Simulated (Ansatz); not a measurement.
## Sn: eigenvalues along the path

```yaml
crystal:
  lattice:
    - [-1.59075, 1.59075, 2.82818]
    - [1.59075, -1.59075, 2.82818]
    - [1.59075, 1.59075, -2.82818]
  atoms:
    - { symbol: Sn, position: [0.00000, 0.00000, 0.00000] }
```

The cell is COD entry 1540069, as deposited and not checked against the literature; nothing was relaxed. The listed cell was then made from it by scaling, straining or moving an atom.

Spin–orbit coupling is left out, though it moves levels of the heavy atoms by tenths of an eV or more.

The calculation used DFT, PBE, all-electron LAPW, scalar-relativistic (Ansatz 0.2.0).

The runs use a Γ-centred 18×18×18 k mesh, Fermi–Dirac smearing of 0.03 eV, basis error target 1 meV/atom, no spin polarisation.

Path points, in fractions of the reciprocal vectors: Γ (0.000, 0.000, 0.000), X (0.000, 0.000, 0.500), P (0.250, 0.250, 0.250), N (0.000, 0.500, 0.000), M (0.500, 0.500, -0.500), S (0.329, 0.671, -0.329), S0 (-0.329, 0.329, 0.329). Levels in eV from the Fermi level; bands 5 to 13, counted from the lowest band of the run. The gap is zero.

```
# k(1/Å) point b5 b6 b7 b8 b9 b10 b11 b12 b13
0.000 Γ -21.67 -21.58 -21.51 -21.51 -21.42 -10.79 6.36 7.43 7.43
0.279 - -21.64 -21.57 -21.52 -21.51 -21.43 -10.49 5.88 5.88 6.32
0.559 - -21.55 -21.54 -21.54 -21.50 -21.47 -9.57 3.72 4.41 4.65
0.838 - -21.57 -21.53 -21.49 -21.48 -21.44 -8.04 2.00 2.32 3.38
1.117 - -21.60 -21.57 -21.48 -21.45 -21.35 -5.94 -0.31 0.90 2.53
1.396 X -21.61 -21.59 -21.48 -21.44 -21.32 -3.78 -2.74 0.53 2.23
1.508 - -21.61 -21.59 -21.48 -21.44 -21.32 -3.77 -2.69 0.37 2.02
1.619 - -21.60 -21.59 -21.49 -21.45 -21.32 -3.74 -2.54 -0.03 1.61
1.730 - -21.58 -21.58 -21.50 -21.45 -21.32 -3.71 -2.29 -0.53 1.24
1.841 - -21.58 -21.56 -21.52 -21.45 -21.32 -3.68 -1.95 -1.05 0.99
1.952 P -21.58 -21.54 -21.54 -21.45 -21.32 -3.67 -1.54 -1.54 0.90
2.149 - -21.57 -21.55 -21.53 -21.46 -21.34 -4.37 -2.09 -0.49 1.61
2.347 - -21.56 -21.55 -21.51 -21.48 -21.37 -5.33 -2.98 1.46 2.76
2.544 - -21.57 -21.53 -21.53 -21.48 -21.39 -6.05 -3.71 3.31 3.77
2.742 - -21.60 -21.56 -21.51 -21.45 -21.40 -6.49 -4.18 3.27 6.19
2.939 N -21.62 -21.56 -21.50 -21.44 -21.40 -6.63 -4.33 3.20 6.96
3.166 - -21.62 -21.56 -21.49 -21.45 -21.42 -7.66 -2.90 3.42 7.12
3.393 - -21.62 -21.55 -21.49 -21.47 -21.45 -8.99 -0.38 4.04 7.45
3.619 - -21.63 -21.55 -21.51 -21.49 -21.44 -9.99 2.51 4.98 7.38
3.846 - -21.65 -21.57 -21.51 -21.50 -21.43 -10.59 5.38 6.11 7.40
4.072 Γ -21.67 -21.58 -21.51 -21.51 -21.42 -10.79 6.36 7.43 7.43
4.294 - -21.67 -21.58 -21.50 -21.50 -21.42 -10.60 4.73 6.85 6.85
4.517 - -21.68 -21.59 -21.48 -21.48 -21.41 -10.04 1.94 5.79 5.79
4.739 - -21.69 -21.59 -21.46 -21.46 -21.41 -9.11 -0.78 4.86 4.86
4.961 - -21.70 -21.60 -21.44 -21.44 -21.40 -7.90 -3.10 4.26 4.26
5.183 M -21.70 -21.60 -21.43 -21.43 -21.40 -7.05 -4.33 4.06 4.06
5.318 - -21.69 -21.60 -21.43 -21.43 -21.41 -6.99 -4.25 3.14 4.14
5.453 - -21.67 -21.58 -21.45 -21.43 -21.42 -6.82 -4.01 1.53 4.37
5.588 - -21.65 -21.56 -21.47 -21.44 -21.43 -6.54 -3.62 -0.10 4.74
5.723 - -21.64 -21.51 -21.49 -21.45 -21.44 -6.19 -3.09 -1.56 5.26
5.858 S -21.63 -21.52 -21.47 -21.46 -21.44 -5.93 -2.68 -2.41 5.88
6.113 - -21.62 -21.54 -21.48 -21.45 -21.43 -6.24 -3.71 -0.32 6.67
6.368 - -21.62 -21.56 -21.50 -21.45 -21.40 -6.58 -4.26 2.47 7.50
6.623 - -21.62 -21.56 -21.50 -21.45 -21.40 -6.58 -4.26 2.47 7.50
6.878 - -21.62 -21.54 -21.48 -21.45 -21.43 -6.24 -3.71 -0.32 6.67
7.133 S0 -21.63 -21.52 -21.47 -21.46 -21.44 -5.93 -2.68 -2.41 5.88
7.393 - -21.62 -21.55 -21.48 -21.46 -21.42 -6.76 -2.67 -0.73 7.26
7.653 - -21.61 -21.56 -21.48 -21.47 -21.43 -8.42 -0.69 1.37 8.31
7.913 - -21.62 -21.54 -21.50 -21.49 -21.46 -9.73 2.06 3.76 8.21
8.173 - -21.65 -21.57 -21.52 -21.50 -21.43 -10.53 5.21 5.80 7.66
8.432 Γ -21.67 -21.58 -21.51 -21.51 -21.42 -10.79 6.36 7.43 7.43
```
